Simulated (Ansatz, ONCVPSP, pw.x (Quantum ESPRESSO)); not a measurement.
## tin: does the ONCV potential hold in the solid?

```
Element                 : tin
Generator               : ONCVPSP 4.0.1
Type                    : optimised norm-conserving Vanderbilt (ONCV)
Functional              : PBE
Relativity              : scalar-relativistic
Frozen core             : [Kr] 4d10
Valence charge          : 4
Reference configuration : 5s2 5p1 (charge +1)
Partial waves           : 5s: rc 1.80 bohr, ncon 4, nbas 8, qcut 3.3 1/bohr, 2 projectors, debl 1.8 Ha; 5p: rc 2.25 bohr, ncon 4, nbas 9, qcut 3 1/bohr, 2 projectors, debl 1.3 Ha; d scattering state at 0.03 Ha: rc 2.06 bohr, ncon 3, nbas 7, qcut 4.1 1/bohr, 2 projectors, debl 3.3 Ha
Local potential         : polynomial inside 1.55 bohr (lpopt 5, dvloc0 0 Ha)
Core correction         : none
```

Crystal test: bcc Sn in pw.x 7.5, no spin, 12³ k-points, Fermi–Dirac smearing 0.01 Ry, cutoffs 95/380 Ry. The reference is all-electron LAPW (Ansatz 0.2.0) with the same functional, mesh and smearing; V0 and B0 come from Birch–Murnaghan fits to the pressures at five volumes. Errors are pseudo minus all-electron; Δ is the rms difference of the E(V) curves that follow from these fits, minima aligned, over ±6 % about the mean V0. Mesh and smearing are coarse, so the numbers serve the comparison and aren't converged zero-temperature values; the lattice is a test structure that the element need not adopt.

| V (Å³/atom) | P all-electron (GPa) | P pseudo (GPa) |
| --- | --- | --- |
| 26.399 | 2.38 | -1.36 |
| 27.093 | 0.96 | -2.53 |
| 27.788 | -0.26 | -3.52 |
| 28.483 | -1.32 | -4.36 |
| 29.177 | -2.23 | -5.08 |

All-electron: a0 = 3.809 Å (V0 = 27.63 Å³/atom), B0 = 46.7 GPa.

Pseudopotential: mean pressure error (GPa): -3.28. The pressure does not cross zero within the volumes sampled, so no fit is given. This is a poor potential for the solid. The generator flags a localised state at positive energy (s at 3 eV, d at 8 eV).

At the middle volume, how do free energy and pressure move when the wave cutoff is lowered (ecutrho kept at four times it)?

```tsv
cutoff (Ry)	shift of F (meV/atom)	shift of P (GPa)
43	+23.6	+0.22
57	+14.8	+0.11
76	+7.6	+0.04
```

The 8 pw.x runs together took about 3.4 min on one core of a shared server CPU.
